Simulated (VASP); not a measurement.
# ZnSe (F-43m) in VASP: band structure with HSE06

Aim: the band structure of ZnSe with HSE06.

Everything below comes from runs of VASP 6.6.1. Logs are shortened: lines on timing, memory, paths and dates and some standing lists are left out, and cuts for length are marked.

**Experimental background.**

“Alloy Disordering Effects on the Thermal Conductivity and Energy Gap Temperature Dependence of Cd1−xZnxSe Ternary Crystals Grown by the Bridgman Method”, 2023, pmc:10253836 reports, for a bulk crystal of ZnSe at 300 K: band gap 2.695 ± 0.003 eV (an exciton energy, a little under the gap).

The results are compared with them further down.

### 1 The structure

The structure is cubic, space group F-43m (No. 216). The conventional cell has a = 5.740 Å, b = 5.740 Å, c = 5.740 Å, α = 90.00°, β = 90.00°, γ = 90.00°. Zn (site symmetry -43m) has 4 Se at 2.49 Å as nearest neighbours. Se (site symmetry -43m) has 4 Zn at 2.49 Å as nearest neighbours.

### 2 Band structure, HSE06

Input file POSCAR:

```
ZnSe                                    
1.0
    0.0000000000      2.8701324925      2.8701324925
    2.8701324925      0.0000000000      2.8701324925
    2.8701324925      2.8701324925      0.0000000000
  Zn              Se            
     1     1
Direct
     0.0000000000000000    1.0000000000000000    0.0000000000000000
     0.2500000000000000    0.2500000000000000    0.2500000000000000
```

Input file INCAR.step1:

```
PREC     = Accurate       # precision mode
ENCUT    = 520            # plane-wave cutoff, eV
EDIFF    = 1E-5           # SCF threshold, eV
ISMEAR   = 0              # smearing method
SIGMA    = 0.02           # smearing width, eV
LREAL    = F              # projectors in reciprocal space
LASPH    = T              # aspherical terms in the spheres
NELM     = 60             # most SCF steps
ALGO     = Normal         # electronic algorithm
ISIF     = 2              # what is computed and relaxed
LWAVE    = T              # write WAVECAR
LCHARG   = F              # write CHGCAR
KPAR     = 4            
GGA      = PE             # functional
```

Input file INCAR.step2:

```
PREC     = Accurate       # precision mode
ENCUT    = 520            # plane-wave cutoff, eV
EDIFF    = 1E-7           # SCF threshold, eV
ISMEAR   = 0              # smearing method
SIGMA    = 0.02           # smearing width, eV
LREAL    = F              # projectors in reciprocal space
LASPH    = T              # aspherical terms in the spheres
NELM     = 60             # most SCF steps
ALGO     = Normal         # electronic algorithm
ISIF     = 2              # what is computed and relaxed
LWAVE    = F              # write WAVECAR
LCHARG   = F              # write CHGCAR
GGA      = PE             # functional
LHFCALC  = T              # exact exchange
HFSCREEN = 0.2            # screening, 1/A
PRECFOCK = Fast         
KPAR     = 4            
ISTART   = 1
```

Input file KPOINTS:

```
regular mesh
0
Gamma
  6 6 6
```

Input file KPOINTS_OPT:

```
path GXWKGLUWLK,UX
12
line-mode
reciprocal
 0.0000000000  0.0000000000  0.0000000000  G
 0.5000000000  0.0000000000  0.5000000000  X

 0.5000000000  0.0000000000  0.5000000000  X
 0.5000000000  0.2500000000  0.7500000000  W

 0.5000000000  0.2500000000  0.7500000000  W
 0.3750000000  0.3750000000  0.7500000000  K

 0.3750000000  0.3750000000  0.7500000000  K
 0.0000000000  0.0000000000  0.0000000000  G

 0.0000000000  0.0000000000  0.0000000000  G
 0.5000000000  0.5000000000  0.5000000000  L

 0.5000000000  0.5000000000  0.5000000000  L
 0.6250000000  0.2500000000  0.6250000000  U

 0.6250000000  0.2500000000  0.6250000000  U
 0.5000000000  0.2500000000  0.7500000000  W

 0.5000000000  0.2500000000  0.7500000000  W
 0.5000000000  0.5000000000  0.5000000000  L

 0.5000000000  0.5000000000  0.5000000000  L
 0.3750000000  0.3750000000  0.7500000000  K

 0.6250000000  0.2500000000  0.6250000000  U
 0.5000000000  0.0000000000  0.5000000000  X
```

Potentials or basis: VASP PAW PBE potentials, release 64 (Zn, Se).

Launch:

```bash
cat potpaw_PBE.64/Zn/POTCAR potpaw_PBE.64/Se/POTCAR > POTCAR
cp INCAR.step1 INCAR
mpirun -np 4 vasp_std > vasp.out
cp INCAR.step2 INCAR
mpirun -np 4 vasp_std > vasp.out
```

OUTCAR:

```text
PREC = Accurate
   ENCUT = 520
   EDIFF = 1E-7
   ISMEAR = 0
   LREAL = F
   LASPH = T
   NELM = 60
   ISIF = 2
   GGA = PE
   LHFCALC = T
   HFSCREEN = 0.2
   PRECFOCK = Fast
   ISTART = 1

 ion  position               nearest neighbor table
   1  0.000  0.000  0.000-   2 2.49   2 2.49   2 2.49   2 2.49
   2  0.250  0.250  0.250-   1 2.49   1 2.49   1 2.49   1 2.49

  LATTYP: Found a face centered cubic cell.
 ALAT       =     5.7402649850

  Lattice vectors:

 A1 = (   0.0000000000,   2.8701324925,   2.8701324925)
 A2 = (   2.8701324925,   0.0000000000,   2.8701324925)
 A3 = (   2.8701324925,   2.8701324925,   0.0000000000)

Analysis of symmetry for initial positions (statically):
=====================================================================
 Subroutine PRICEL returns:
 Original cell was already a primitive cell.

 Routine SETGRP: Setting up the symmetry group for a
 face centered cubic supercell.

 Subroutine GETGRP returns: Found 24 space group operations
 (whereof 24 operations were pure point group operations)
 out of a pool of 48 trial point group operations.

The static configuration has the point symmetry T_d .

Analysis of symmetry for dynamics (positions and initial velocities):
=====================================================================
 Subroutine PRICEL returns:
 Original cell was already a primitive cell.

 Routine SETGRP: Setting up the symmetry group for a
 face centered cubic supercell.

 Subroutine GETGRP returns: Found 24 space group operations
 (whereof 24 operations were pure point group operations)
 out of a pool of 48 trial point group operations.

The dynamic configuration has the point symmetry T_d .

 Subroutine INISYM returns: Found 24 space group operations
 (whereof 24 operations are pure point group operations),
 and found     1 'primitive' translations

----------------------------------------------------------------------------------------

                                     Primitive cell

  volume of cell :      47.2864

  direct lattice vectors                    reciprocal lattice vectors
     0.000000000  2.870132492  2.870132492    -0.174207986  0.174207986  0.174207986
     2.870132492  0.000000000  2.870132492     0.174207986 -0.174207986  0.174207986
     2.870132492  2.870132492  0.000000000     0.174207986  0.174207986 -0.174207986

  length of vectors
     4.058980297  4.058980297  4.058980297     0.301737082  0.301737082  0.301737082

  position of ions in fractional coordinates (direct lattice)
     0.000000000  0.000000000  0.000000000
     0.250000000  0.250000000  0.250000000

  ion indices of the primitive-cell ions
   primitive index   ion index
                 1           1
                 2           2

----------------------------------------------------------------------------------------

 KPOINTS: regular mesh

Automatic generation of k-mesh.
 Grid dimensions read from file:
 generate k-points for:    6    6    6

 Generating k-lattice:

  Cartesian coordinates                     Fractional coordinates (reciprocal lattice)
    -0.029034664  0.029034664  0.029034664     0.166666667  0.000000000  0.000000000
     0.029034664 -0.029034664  0.029034664     0.000000000  0.166666667  0.000000000
     0.029034664  0.029034664 -0.029034664     0.000000000  0.000000000  0.166666667

  Length of vectors
     0.050289514  0.050289514  0.050289514

  Shift w.r.t. Gamma in fractional coordinates (k-lattice)
     0.000000000  0.000000000  0.000000000

 Subroutine IBZKPT returns following result:
 ===========================================

 Found     16 irreducible k-points:

 Following reciprocal coordinates:
            Coordinates               Weight
  0.000000  0.000000  0.000000      1.000000
  0.166667  0.000000  0.000000      8.000000
  0.333333  0.000000  0.000000      8.000000
  0.500000  0.000000  0.000000      4.000000
  0.166667  0.166667  0.000000      6.000000
  0.333333  0.166667  0.000000     24.000000
[... 8 lines left out ...]
 -0.333333  0.333333  0.166667     24.000000
 -0.333333  0.500000  0.166667     12.000000
   k-points           NKPTS =     16   k-points in BZ     NKDIM =    216   number of bands    NBANDS=     13
   number of dos      NEDOS =    301   number of ions     NIONS =      2
   total plane-waves  NPLWV =  27000
   dimension x,y,z NGX =    30 NGY =   30 NGZ =   30
   dimension x,y,z NGXF=    60 NGYF=   60 NGZF=   60
   ions per type =               1   1
   NGX,Y,Z   is equivalent  to a cutoff of  12.29, 12.29, 12.29 a.u.
   NGXF,Y,Z  is equivalent  to a cutoff of  24.57, 24.57, 24.57 a.u.
 SYSTEM =  unknown system
   PREC   = accura    normal or accurate (medium, high low for compatibility)
   ISTART =      1    job   : 0-new  1-cont  2-samecut
   ICHARG =      0    charge: 1-file 2-atom 10-const
   ISPIN  =      1    spin polarized calculation?
   LNONCOLLINEAR =      F non collinear calculations
   LSORBIT =      F    spin-orbit coupling
   LASPH  =      T    aspherical Exc in radial PAW
   ENCUT  =  520.0 eV  38.22 Ry    6.18 a.u.   7.55  7.55  7.55*2*pi/ulx,y,z
   NELM   =     60;   NELMIN=  2; NELMDL=  0     # of ELM steps
   EDIFF  = 0.1E-06   stopping-criterion for ELM
   LREAL  =      F    real-space projection
   EDIFFG = 0.1E-05   stopping-criterion for IOM
   NSW    =      0    number of steps for IOM
   IBRION =     -1    ionic relax: 0-MD 1-quasi-New 2-CG
   NFREE  =      0    steps in history (QN), initial steepest desc. (CG)
   ISIF   =      2    stress and relaxation
   ISYM   =      3    0-nonsym 1-usesym 2-fastsym
   POTIM  = 0.5000    time-step for ionic-motion
   TEBEG  =    0.0;   TEEND  =   0.0 temperature during run
   PSTRESS=    0.0 pullay stress
   NELECT =      18.0000    total number of electrons
   NUPDOWN=      -1.0000    fix difference up-down
   EMIN   =  10.00;   EMAX   =-10.00  energy-range for DOS
   EFERMI =   0.00;   METHOD = LEGACY
   ISMEAR =     0;   SIGMA  =   0.02  broadening in eV -4-tet -1-fermi 0-gaus
   EFERMI_NEDOS =   21; number of points for ismear=-14 and -15
   IALGO  =     38    algorithm
   IMIX   =      1    mixing-type and parameters
     AMIX     =   0.40;   BMIX     =  1.00
     AMIX_MAG =   1.60;   BMIX_MAG =  1.00
  volume/ion in A,a.u.               =      23.64       159.55
  Fermi-wavevector in a.u.,A,eV,Ry     =   1.186462  2.242088 19.152804  1.407691
  Thomas-Fermi vector in A             =   2.322634
   LORBIT       =      0    0 simple, 1 ext, 2 COOP (PROOUT), +10 PAW based schemes
   GGA     = PE    functional components
   LHFCALC =     T    Hartree Fock is set to
   PRECFOCK=fast      Normal, Fast or Accurate (Low or Medium for compatibility)
   ENCUT4O =  -1.0   cutoff for four orbital integrals eV
   NKREDX  =     1    reduce k-point grid by
   NKREDY  =     1    reduce k-point grid by
   NKREDZ  =     1    reduce k-point grid by
   AEXX    =    0.2500 exact exchange contribution
   HFSCREEN=    0.2000 screening length (either q_TF or 0.3 A-1)
   HFSCREENC=   0.2000 screening length for correlation (either q_TF or 0.3 A-1)
   ENCUTFOCK=  -1.0 apply spherical cutoff to Coloumb kernel
   IVDW    =     0    specifies the selected vdW correction
   LEPSILON=     F    determine dielectric tensor
   LRPA    =     F    only Hartree local field effects (RPA)
 non-spin polarized calculation
 Gauss-broadening in eV      SIGMA  =   0.02
  energy-cutoff  :      520.00
  volume of cell :       47.29
 maximum number of plane-waves:      1303
  NGX = 18; NGY = 18; NGZ = 18

 number of electron      18.0000016 magnetization

 Free energy of the ion-electron system (eV)
  ---------------------------------------------------
  ext. energy  EPLUGINS =         0.00000000
  ---------------------------------------------------
  free energy    TOTEN  =        -7.44430929 eV

  energy without entropy =       -7.44430929  energy(sigma->0) =       -7.44430929

 E-fermi :   0.7528     XC(G=0):  -7.5876

 val. band max:        0.6391437091   @ k =   0.0000   0.0000   0.0000
 cond. band min:       2.8891779138   @ k =   0.0000   0.0000   0.0000
 fundamental gap:      2.2500342046
 Fermi energy:         0.7528450214

 k-point     1 :       0.0000    0.0000    0.0000
  band No.  band energies     occupation
      1     -13.4935      2.00000
      2      -7.4342      2.00000
      3      -7.4342      2.00000
      4      -7.4342      2.00000
      5      -7.1360      2.00000
      6      -7.1360      2.00000
      7       0.6391      2.00000
      8       0.6391      2.00000
      9       0.6391      2.00000
     10       2.8892      0.00000
     11       7.6042      0.00000
     12       7.6042      0.00000
     13       7.6042      0.00000

 k-point     2 :       0.1667    0.0000    0.0000
  band No.  band energies     occupation
      1     -13.3159      2.00000
      2      -7.4123      2.00000
      3      -7.4123      2.00000
      4      -7.3936      2.00000
      5      -7.1374      2.00000
      6      -7.1374      2.00000
      7      -1.2507      2.00000
      8       0.3929      2.00000
      9       0.3929      2.00000
     10       4.1503      0.00000
     11       7.6046      0.00000
     12       8.0126      0.00000
     13       8.0126      0.00000

 k-point     3 :       0.3333    0.0000    0.0000
  band No.  band energies     occupation
      1     -12.9221      2.00000
      2      -7.3750      2.00000
      3      -7.3750      2.00000
      4      -7.2046      2.00000
      5      -7.1319      2.00000
      6      -7.1319      2.00000
      7      -3.5554      2.00000
      8      -0.0315      2.00000
      9      -0.0315      2.00000
     10       4.3632      0.00000
     11       8.2654      0.00000
     12       8.2654      0.00000
     13       9.2857      0.00000
[... 177 lines left out ...]
 k-point    15 :      -0.3333    0.3333    0.1667
  band No.  band energies     occupation
      1     -12.5027      2.00000
      2      -7.3216      2.00000
      3      -7.2977      2.00000
      4      -7.1669      2.00000
      5      -7.1350      2.00000
      6      -6.8737      2.00000
      7      -4.1534      2.00000
      8      -2.2163      2.00000
      9      -1.2186      2.00000
     10       6.5000      0.00000
     11       7.2300      0.00000
     12       8.9116      0.00000
     13      10.7193      0.00000

 k-point    16 :      -0.3333    0.5000    0.1667
  band No.  band energies     occupation
      1     -12.4333      2.00000
      2      -7.3073      2.00000
      3      -7.2702      2.00000
      4      -7.1952      2.00000
      5      -7.1223      2.00000
      6      -6.8514      2.00000
      7      -4.1509      2.00000
      8      -2.0269      2.00000
      9      -1.8625      2.00000
     10       6.0864      0.00000
     11       6.5449      0.00000
     12      10.0699      0.00000
     13      10.3698      0.00000

------------------------ aborting loop because EDIFF is reached ----------------------------------------

  FORCE on cell =-STRESS in cart. coord.  units (eV):
  Direction    XX          YY          ZZ          XY          YZ          ZX
  --------------------------------------------------------------------------------------
  -------------------------------------------------------------------------------------
  Total       -0.3636834     -0.3636834     -0.3636834      0.0000000      0.0000000      0.0000000
  in kB      -12.3224824    -12.3224824    -12.3224824      0.0000000      0.0000000      0.0000000
  external PRESSURE =     -12.3224824 kB  Pullay stress =       0.0000000 kB

 VOLUME and BASIS-vectors are now :
 -----------------------------------------------------------------------------
  energy-cutoff  :      520.00
  volume of cell :       47.29
      direct lattice vectors                 reciprocal lattice vectors
     0.000000000  2.870132492  2.870132492    -0.174207986  0.174207986  0.174207986
     2.870132492  0.000000000  2.870132492     0.174207986 -0.174207986  0.174207986
     2.870132492  2.870132492  0.000000000     0.174207986  0.174207986 -0.174207986

 POSITION                                       TOTAL-FORCE (eV/Angst)
 -----------------------------------------------------------------------------------
      0.00000      0.00000      0.00000         0.000000      0.000000     -0.000000
      1.43507      1.43507      1.43507        -0.000000     -0.000000      0.000000
 -----------------------------------------------------------------------------------
    total drift:                                0.000041      0.000030      0.000022

  FREE ENERGIE OF THE ION-ELECTRON SYSTEM (eV)
  ---------------------------------------------------
  free  energy   TOTEN  =        -7.4443092940 eV

  energy  without entropy=       -7.4443092940  energy(sigma->0) =       -7.44430929
```

Wall time 21 min (4 MPI ranks of Intel Xeon Platinum 8488C (Sapphire Rapids), shared host); peak memory 0.37 GiB.

What came out:

```yaml
Free_energy: -7.4443 eV
Pressure: -1.2 GPa
Band_gap_on_the_k_mesh: 2.25 eV, direct
Band_gap_along_the_path: 2.25 eV, direct
```

Levels at the corners of the path, in eV from the valence-band top:
| point | band 7 | band 8 | band 9 | band 10 | band 11 | band 12 |
| --- | --- | --- | --- | --- | --- | --- |
| Γ | 0.00 | 0.00 | 0.00 | 2.25 | 6.96 | 6.96 |
| X | -4.94 | -2.17 | -2.17 | 3.95 | 4.51 | 11.89 |
| X | -4.94 | -2.17 | -2.17 | 3.95 | 4.51 | 11.89 |
| W | -4.73 | -2.83 | -2.60 | 6.45 | 6.71 | 8.13 |
| W | -4.73 | -2.83 | -2.60 | 6.45 | 6.71 | 8.13 |
| K | -4.79 | -3.11 | -1.78 | 4.61 | 6.68 | 10.15 |
| K | -4.79 | -3.11 | -1.78 | 4.61 | 6.68 | 10.15 |
| Γ | 0.00 | 0.00 | 0.00 | 2.25 | 6.96 | 6.96 |
| Γ | 0.00 | 0.00 | 0.00 | 2.25 | 6.96 | 6.96 |
| L | -5.29 | -0.86 | -0.86 | 3.59 | 7.51 | 7.51 |
| L | -5.29 | -0.86 | -0.86 | 3.59 | 7.51 | 7.51 |
| U | -4.79 | -3.11 | -1.78 | 4.61 | 6.68 | 10.15 |
| U | -4.79 | -3.11 | -1.78 | 4.61 | 6.68 | 10.15 |
| W | -4.73 | -2.83 | -2.60 | 6.45 | 6.71 | 8.13 |
| W | -4.73 | -2.83 | -2.60 | 6.45 | 6.71 | 8.13 |
| L | -5.29 | -0.86 | -0.86 | 3.59 | 7.51 | 7.51 |
| L | -5.29 | -0.86 | -0.86 | 3.59 | 7.51 | 7.51 |
| K | -4.79 | -3.11 | -1.78 | 4.61 | 6.68 | 10.15 |
| U | -4.79 | -3.11 | -1.78 | 4.61 | 6.68 | 10.15 |
| X | -4.94 | -2.17 | -2.17 | 3.95 | 4.51 | 11.88 |

Caveat: the PAW data sets were made with another functional, which shifts forces and pressure a little.

### 3 Comparison with measurements

Step 2. Measured gap of ZnSe: 2.695 eV (an exciton energy, a little under the gap; 300 K; “Alloy Disordering Effects on the Thermal Conductivity and Energy Gap Temperature Dependence of Cd1−xZnxSe Ternary Crystals Grown by the Bridgman Method”, 2023, pmc:10253836). This calculation gives 2.25 eV (-0.44 eV). Spin-orbit coupling on Se is left out. The value is that of HSE06, without temperature or zero-point motion.
